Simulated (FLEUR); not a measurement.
The system is GaP.

```
CELL_PARAMETERS angstrom
0.00000 2.72525 2.72525
2.72525 0.00000 2.72525
2.72525 2.72525 0.00000
ATOMIC_POSITIONS crystal
Ga 0.00000 0.00000 0.00000
P 0.75000 0.75000 0.75000
```

Base run:

| Item | Value |
| --- | --- |
| Program | FLEUR MaX-R8.1 (later development tree) |
| Functional | r2SCAN |
| Potentials or basis | all-electron |
| Basis | FLAPW |
| Kmax | 5.05 1/bohr |
| k mesh | 8 × 8 × 8 |
| Occupations | fermi-dirac, width 0.05 eV |
| Spin | no spin polarisation |

Its results: band gap on the k mesh 1.89 eV, indirect (least direct gap 2.36 eV).

Question: The run is repeated on the same cell with these changes: functional from r2SCAN to PBEsol. What comes out?

Answer: Band gap on the k mesh 1.52 eV, indirect (least direct gap 1.75 eV).

r2SCAN gives the wider gap, since meta-GGAs in the generalised Kohn-Sham scheme recover part of the derivative discontinuity.

Caveats: the meta-GGA is that of a development version, with a GGA for the radial functions and cores and without core tails (some runs).

A k mesh can miss the band edges.
